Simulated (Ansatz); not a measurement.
# SnO2 (Imma) in Ansatz: band structure with r2SCAN

Aim: the band structure of SnO2 with r2SCAN.

All numbers are computed with Ansatz 0.2.0; they aren't measurements. Logs are shortened: lines on timing, memory, paths and dates and some standing lists are left out, and cuts for length are marked.

## Step 1: The crystal as given

Symmetry: Imma, No. 74, orthorhombic system. Conventional cell: a = 6.498 Å, b = 6.829 Å, c = 6.828 Å, α = 90.00°, β = 90.00°, γ = 90.00°. Around Sn (site symmetry 2/m) lie 6 O at 2.09 Å. Sn (site symmetry mm2) is surrounded by 6 O at 2.09 to 2.10 Å. O (site symmetry m) is surrounded by 3 Sn at 2.09 to 2.10 Å. O (site symmetry m) is surrounded by 3 Sn at 2.09 Å.

The cell is a database's computed one.

## Step 2: Band structure, r2SCAN

Input file input.yaml:

```yaml
crystal:
  lattice:
    - [-3.248897, 3.41447, 3.414021]
    - [3.248897, -3.41447, 3.414021]
    - [3.248897, 3.41447, -3.414021]
  atoms:
    - { symbol: Sn, position: [0.5, 0.0, 0.0] }
    - { symbol: Sn, position: [0.5, 0.5, 0.5] }
    - { symbol: Sn, position: [0.003599, 0.753599, 0.25] }
    - { symbol: Sn, position: [0.996401, 0.246401, 0.75] }
    - { symbol: O, position: [0.806496, 0.803774, 0.497278] }
    - { symbol: O, position: [0.806496, 0.309218, 0.002722] }
    - { symbol: O, position: [0.302435, 0.24594, 0.056495] }
    - { symbol: O, position: [0.689445, 0.24594, 0.443505] }
    - { symbol: O, position: [0.310555, 0.75406, 0.556495] }
    - { symbol: O, position: [0.193504, 0.690782, 0.997278] }
    - { symbol: O, position: [0.697565, 0.75406, 0.943505] }
    - { symbol: O, position: [0.193504, 0.196226, 0.502722] }
hamiltonian:
  xc: r2scan
  pseudopotentials: { kind: paw }
kpoints:
  mp_grid: { grid: [5, 5, 5] }
  band_path:
    path:
      - [[0.0, 0.0, 0.0], [0.4763420746, -0.4763420746, -0.4763420746], [0.4762763294, -0.4764078199, -0.4762763294], [0.0, -0.5, 0.0], [-0.25, -0.25, -0.25], [0.0, 0.0, -0.5], [-0.4763420746, 0.4763420746, -0.5236579254], [-0.5, 0.5, -0.5], [0.0, 0.0, 0.0], [-0.4999342547, -0.4999342547, 0.4999342547], [-0.5, 0.0, 0.0], [-0.25, -0.25, -0.25]]
      - [[-0.4762763294, -0.5235921801, 0.4762763294], [-0.4999342547, -0.4999342547, 0.4999342547]]
      - [[-0.5000657453, 0.4999342547, -0.4999342547], [-0.5, 0.5, -0.5]]
    npoints: 10
scf:
  occupations: { method: fermi_dirac, width: 0.05 }
  n_extra_bands: 30
output:
  forces: true
  stress: true
  eigenvalues: true
  fatbands: true
  write_density: true
  write_potential: true
  elf: true
  volumetric_format: npy
```

Potentials or basis: Ansatz PAW.

The run is started by

```bash
$ ansatz run input.yaml --threads 4 --pin off --max-ram 11264MiB --backend cpu --events-out ev --progress --plain --runs-dir out
```

The log of the run:

```text
Warning: RAYON_NUM_THREADS=4 ignored (pool sized by the plan → 4); use --threads N
scf.n_extra_bands = 30 over 52 filled bands (N_el = 104.0): the run solves 82 bands
Engine: ansatz 0.2.0, aarch64-unknown-linux-gnu
Pseudopotentials: kind: paw
Pseudopotential: Sn, paw, valence charge 14, recommended cutoff 500 eV (meta_gga), Sn.paw.azcp
Pseudopotential: O, paw, valence charge 6, recommended cutoff 500 eV (meta_gga), O.paw.azcp
Functional definition: r2SCAN
  parameter k0 = 0.174
  parameter k1 = 0.065
  parameter a1 = 4.9479
  exchange = r2scan_x(k0 = k0, k1 = k1, a1 = a1)
  correlation = r2scan_c
Crystal: 12 atoms, lattice volume = 151.491 Å³
Basis set: ecut = 500 eV, 3907 PW (Γ), exchange–correlation on 180×180×180 points (64 copies of the dense FFT grid, shifted against one another)
Bands: 82, of which v1, the nominal top of the filled ones, is band 52 counted from 1 (51 counted from 0)
Symmetry: 8 space group operations
Space group: Imma (ITA 74), of the structure as read, at distance tolerance 5.3e-5 Å
k-points: 27 of 125
Non-local potential: Sn, projectors of the file, l = 0: 2, l = 1: 2, l = 2: 2, l = 3: 2
Non-local potential: O, projectors of the file, l = 0: 2, l = 1: 2, l = 2: 1
PAW form: soft (Blöchl's): semilocal exchange-correlation on the pseudo side does not see the compensation charge
PAW frozen core: Sn, regenerated for the run's functional (the file was generated under x = pbe(κ = 0.804, μ = 0.2195149727645171), c = pbe(β = 0.06672455060314922))
PAW frozen core: O, regenerated for the run's functional (the file was generated under x = pbe(κ = 0.804, μ = 0.2195149727645171), c = pbe(β = 0.06672455060314922))
PAW one-centre angular grid: Sn, 590 points (default); XC on 249 of its mesh's 2787 points in the sphere
PAW one-centre angular grid: O, 302 points (default); XC on 160 Gauss nodes
Initial density: superposition of atomic densities (neutral atoms: chi_scale 0, normalization atom), corrected by the library's trained network
Initial wavefunctions: pseudopotential atomic-orbital guess
Functional: x = r2scan, c = r2scan; τ floored in thin density (d = 2e-4 eV/Å³)
SCF iter   1: F=—  HF=-28704.493785 eV  |F-HF|=—  |Δ(HF+E_count)|=         —  Δρ=1.03e-2  dr2=1.20e-1  dr2_τ=4.75e-1  ethr=1.77e-3  ⟨swp⟩=5.1  Hψ=9058  notcnv=0  defer=381
preconditioner: auto → Resta (q_TF=auto, 2.563 Å⁻¹)  ε∞=2.6  [insulator: Δε(μ)=1.335 eV  Ē_g=24.335 eV  σ=0.050 eV  W_gap=1.00  n_scr=42 (ndim 8)  ℏωp=30.8 eV  f_vac=0.037  D(μ)=0.00/eV (n_scr^D=0)  ε∞_Penn≈2.6]
SCF iter   2: F=—  HF=-28704.676074 eV  |F-HF|=—  |Δ(HF+E_count)|=   1.82e-1  Δρ=5.96e-3  dr2=2.76e-2  dr2_τ=2.37e-3  ethr=1.16e-4  ⟨swp⟩=2.0  Hψ=3580  notcnv=0  defer=655
SCF iter   3: F=—  HF=-28704.674487 eV  |F-HF|=—  |Δ(HF+E_count)|=   1.59e-3  Δρ=1.17e-3  dr2=2.04e-3  dr2_τ=3.26e-4  ethr=2.65e-5  ⟨swp⟩=1.0  Hψ=1559  notcnv=0  defer=655
SCF iter   4: F=—  HF=-28704.674378 eV  |F-HF|=—  |Δ(HF+E_count)|=   1.09e-4  Δρ=3.17e-4  dr2=1.14e-4  dr2_τ=1.04e-5  ethr=1.97e-6  ⟨swp⟩=2.4  Hψ=2384  notcnv=0  defer=655
SCF iter   5: F=—  HF=-28704.674385 eV  |F-HF|=—  |Δ(HF+E_count)|=   7.30e-6  Δρ=7.91e-5  dr2=1.19e-5  dr2_τ=6.82e-7  ethr=1.10e-7  ⟨swp⟩=2.0  Hψ=2373  notcnv=0  defer=655
SCF iter   6: F=—  HF=-28704.674473 eV  |F-HF|=—  |Δ(HF+E_count)|=   8.76e-5  Δρ=4.07e-5  dr2=2.79e-6  dr2_τ=1.13e-7  ethr=1.15e-8  ⟨swp⟩=2.6  Hψ=2897  notcnv=0  defer=655
SCF iter   7: F=—  HF=-28704.674472 eV  |F-HF|=—  |Δ(HF+E_count)|=   5.04e-7  Δρ=1.63e-5  dr2=3.54e-7  dr2_τ=3.78e-8  ethr=2.68e-9  ⟨swp⟩=2.1  Hψ=2295  notcnv=0  defer=655
SCF iter   8: F=-28704.674472 eV  HF=-28704.674472 eV  |F-HF|=1.18e-9  |Δ(HF+E_count)|=   6.56e-8  Δρ=3.20e-6  dr2=1.24e-8  dr2_τ=1.31e-9  ethr=9.62e-11  ⟨swp⟩=18.9  Hψ=19070  notcnv=0
SCF 1 converged in 8 iterations: F = -28704.674472 eV  dr2 = 1.24e-8
NSCF: frozen V_eff on 133 k-points
SCF converged after 8 iterations
Free energy (F): -28704.674472 eV
Harris-Foulkes:  -28704.674472 eV  (|F-HF|=1.18e-9)
Internal energy: -28704.674472 eV  (E = F + TS)
E sigma→0 (E₀):  -28704.674472 eV
Entropy (-TS):   -0.000000 eV (-0.000 meV/atom)
Fermi energy:    8.895450 eV
--- Per-component energies (eV) ---
  E_band       = -394.513231
  E_kinetic    = 2159.468352
  E_local      = -5938.422858  (includes V_loc(G=0)·N_el)
  E_nonlocal   = 261.419722
  E_hartree    = 3058.007197
  E_xc         = -2068.526533
  E_vxc        = -1241.311162  (∫ρ·V_xc dr)
  E_paw        = -17969.200871  (= ΣΔE_a)
  E_vpaw       = -1830.390906  (= ΣTr[D̂ρ^β])
  E_aug_tail   = 0.008016  (compensation charges beyond the density's cutoff)
  E_vtau       = 78.696016  (kinetic-family band-sum trace: ∫τ·v_τ [+ j·A + Jᵃ·Aᵃ] dr)
  E_ewald      = -8210.113249
  E_core_change = 2.685752  (= ΣΔE_core)
  E_smearing   = -0.000000  (= −TS)
  E_closure    = -0.000000  (closes the sum)
  Σ components = -28704.674472   (vs F -28704.674472, Δ=0.00e0)
--- Forces (eV/Å), atoms counted from 1 ---
  atom   1  Sn     0.00000000     0.00000000     0.00000000
  atom   2  Sn     0.00000000     0.00000000    -0.00000000
  atom   3  Sn     0.00000000     0.00000000    -0.07175820
  atom   4  Sn     0.00000000     0.00000000     0.07175820
  atom   5  O      0.04212913     0.00000000     0.06888186
  atom   6  O     -0.04212913    -0.00000000     0.06888186
  atom   7  O      0.00000000     0.06970027     0.04285207
  atom   8  O      0.00000000    -0.06970027     0.04285207
  atom   9  O      0.00000000     0.06970027    -0.04285207
  atom  10  O      0.04212913     0.00000000    -0.06888186
  atom  11  O      0.00000000    -0.06970027    -0.04285207
  atom  12  O     -0.04212913     0.00000000    -0.06888186
  max |Σ_I F_I| component: 1.39e-17 eV/Å
--- Stress (GPa, compression-positive) ---
      -10.062982       0.000000       0.000000
        0.000000      -7.618284       0.000000
        0.000000       0.000000      -7.591599
  P = ⅓ Tr σ = -8.4243 GPa (-84.243 kbar)
--- Band table (eV; the first three rows and the last of 27) ---
  k-point 0: bands = ["-13.4350", "-13.2046", "-13.2040", "-12.7444", "-12.7440", "-12.6591", "-12.4454", "-12.4247", "-12.4246", "-12.3658", "-12.3250", "-12.3097", "-12.3093", "-12.2708", "-12.2707", "-12.2569", "-12.2329", "-12.2318", "-12.2204", "-12.2203", "-11.2315", "-9.6299", "-9.6295", "-9.5495", "-9.5494", "-8.3264", "-8.3262", "-7.9576", "0.3687", "0.6053", "0.6075", "3.4917", "3.4926", "4.3967", "4.3975", "4.4820", "5.3045", "5.7954", "5.7957", "5.8991", "5.8992", "6.3243", "6.3263", "7.0295", "7.0306", "7.3356", "7.3392", "7.4482", "7.4541", "7.5239", "7.5288", "8.2479", "9.5184", "13.3229", "13.3258", "14.6140", "15.0410", "15.0410", "17.6422", "17.6425", "19.1787", "19.3005", "19.7054", "19.7072", "19.8034", "19.8211", "20.7628", "20.7825", "21.3438", "21.3784", "21.9742", "21.9919", "23.8372", "24.0927", "24.0961", "24.5273", "24.5279", "25.5469", "26.4729", "26.4808", "27.7371", "27.8710"]
  k-point 1: bands = ["-13.3635", "-13.2285", "-13.1453", "-12.7806", "-12.6602", "-12.6534", "-12.5270", "-12.5214", "-12.4276", "-12.3733", "-12.3183", "-12.3055", "-12.3037", "-12.2729", "-12.2704", "-12.2597", "-12.2595", "-12.2558", "-12.2321", "-12.2315", "-11.1240", "-9.7434", "-9.5468", "-9.4902", "-9.4861", "-8.4431", "-8.3101", "-8.0621", "0.5075", "0.8280", "0.9595", "3.7529", "3.7539", "4.0113", "4.4839", "4.6099", "4.6236", "5.4546", "5.4759", "5.6300", "5.8062", "6.4088", "6.6677", "6.7380", "6.7556", "7.2379", "7.2921", "7.3363", "7.4186", "7.4771", "7.5398", "8.1078", "10.5648", "13.5011", "13.6352", "14.6518", "15.5626", "15.5819", "17.4592", "17.8648", "18.5444", "19.2071", "19.5480", "19.7950", "20.1539", "20.1586", "20.6381", "20.7255", "21.2635", "21.2919", "21.6774", "21.9537", "23.3404", "23.3954", "23.7643", "23.7957", "24.8412", "25.7312", "26.2796", "26.3646", "26.6672", "26.8842"]
  k-point 2: bands = ["-13.2047", "-13.1932", "-12.9801", "-12.8861", "-12.8637", "-12.7460", "-12.5367", "-12.5286", "-12.3869", "-12.3601", "-12.3328", "-12.3191", "-12.3025", "-12.2918", "-12.2779", "-12.2728", "-12.2674", "-12.2665", "-12.2529", "-12.2526", "-10.7792", "-10.2459", "-9.4447", "-9.3443", "-9.1433", "-8.7504", "-8.2824", "-8.2327", "0.9089", "1.1635", "1.8793", "3.0434", "3.7285", "4.1584", "4.4488", "4.4630", "4.7756", "4.9063", "5.2205", "5.3330", "5.6126", "5.8096", "6.3570", "6.8134", "6.8167", "7.0839", "7.1505", "7.2621", "7.4095", "7.4816", "7.6547", "7.8742", "12.2096", "13.3796", "14.3178", "14.7038", "16.7381", "16.7846", "17.3659", "17.8334", "17.9054", "18.0941", "19.5800", "19.8023", "20.1502", "20.1790", "21.0059", "21.0744", "21.1974", "21.2808", "21.3908", "21.5393", "22.1543", "22.5033", "23.4858", "23.7452", "23.9537", "24.7490", "25.7211", "26.3562", "27.0223", "27.4225"]
  k-point 26: bands = ["-13.1358", "-13.1353", "-13.1281", "-13.1269", "-12.9039", "-12.5911", "-12.5247", "-12.5244", "-12.4131", "-12.4130", "-12.3002", "-12.3000", "-12.2873", "-12.2840", "-12.2839", "-12.2734", "-12.2663", "-12.2489", "-12.2317", "-12.2316", "-10.2542", "-9.5733", "-9.5729", "-9.5534", "-9.5525", "-9.1166", "-8.3809", "-8.3803", "0.8008", "2.1370", "2.5529", "2.5537", "4.2850", "4.4290", "4.4297", "4.6380", "4.6382", "5.0541", "5.4492", "5.4570", "5.5648", "5.5727", "5.9290", "5.9329", "6.2532", "7.1550", "7.1652", "7.1665", "7.1877", "7.1985", "7.3881", "7.3897", "13.2796", "13.2805", "13.7810", "15.1304", "16.4029", "16.4110", "17.7853", "18.7791", "18.7833", "19.2652", "19.6191", "19.6610", "20.0271", "20.0344", "20.5795", "20.5941", "21.2858", "21.3728", "21.4462", "21.9686", "22.0157", "23.1479", "23.2648", "23.2741", "23.6810", "23.6935", "25.8727", "25.8832", "26.0942", "26.0992"]
```

Run time: 48 s. Hardware: 4 threads of Arm Neoverse V2, shared host; peak memory 1.6 GiB.

What came out:

```
Free energy             : -28704.6745 eV
Pressure                : -8.4 GPa
Largest force           : 0.082 eV/Å
Band gap on the k mesh  : 1.27 eV
Band gap along the path : 1.27 eV
```

Forces in eV/Å, atoms in the order of the input:
```
Sn   0.000  0.000  0.000
Sn   0.000  0.000  0.000
Sn   0.000  0.000 -0.072
Sn   0.000  0.000  0.072
O    0.042  0.000  0.069
O   -0.042  0.000  0.069
O    0.000  0.070  0.043
O    0.000 -0.070  0.043
O    0.000  0.070 -0.043
O    0.042  0.000 -0.069
O    0.000 -0.070 -0.043
O   -0.042  0.000 -0.069
```

Levels at the corners of the path, in eV from the valence-band top:
| point | band 50 | band 51 | band 52 | band 53 | band 54 | band 55 |
| --- | --- | --- | --- | --- | --- | --- |
| Γ | -0.72 | -0.72 | 0.00 | 1.27 | 5.08 | 5.08 |
| X | -1.19 | -0.87 | -0.86 | 4.93 | 4.93 | 6.16 |
| L | -1.19 | -0.87 | -0.86 | 4.93 | 4.93 | 6.16 |
| T | -0.80 | -0.50 | -0.47 | 4.66 | 4.66 | 6.32 |
| W | -0.78 | -0.77 | -0.77 | 5.65 | 5.65 | 5.66 |
| R | -0.81 | -0.49 | -0.49 | 4.66 | 4.66 | 6.33 |
| X1 | -1.19 | -0.87 | -0.86 | 4.93 | 4.93 | 6.16 |
| Z | -1.20 | -0.87 | -0.87 | 4.92 | 4.92 | 6.32 |
| Γ | -0.72 | -0.72 | 0.00 | 1.27 | 5.08 | 5.08 |
| Y | -1.20 | -0.87 | -0.87 | 4.92 | 4.92 | 6.32 |
| S | -0.70 | -0.59 | -0.59 | 4.51 | 4.51 | 6.58 |
| W | -0.78 | -0.77 | -0.77 | 5.65 | 5.65 | 5.66 |
| L1 | -1.19 | -0.87 | -0.86 | 4.93 | 4.93 | 6.16 |
| Y | -1.20 | -0.87 | -0.87 | 4.92 | 4.92 | 6.32 |
| Y1 | -1.20 | -0.87 | -0.87 | 4.92 | 4.92 | 6.32 |
| Z | -1.20 | -0.87 | -0.87 | 4.92 | 4.92 | 6.32 |

Caveat: spin-orbit coupling is left out, which moves the levels of the heavy elements; the PAW data sets come from PBE, with cores solved anew for the run's functional, which leaves a small shift of forces and pressure. r2SCAN opens gaps a little over a GGA but as a rule still falls short of measured ones.
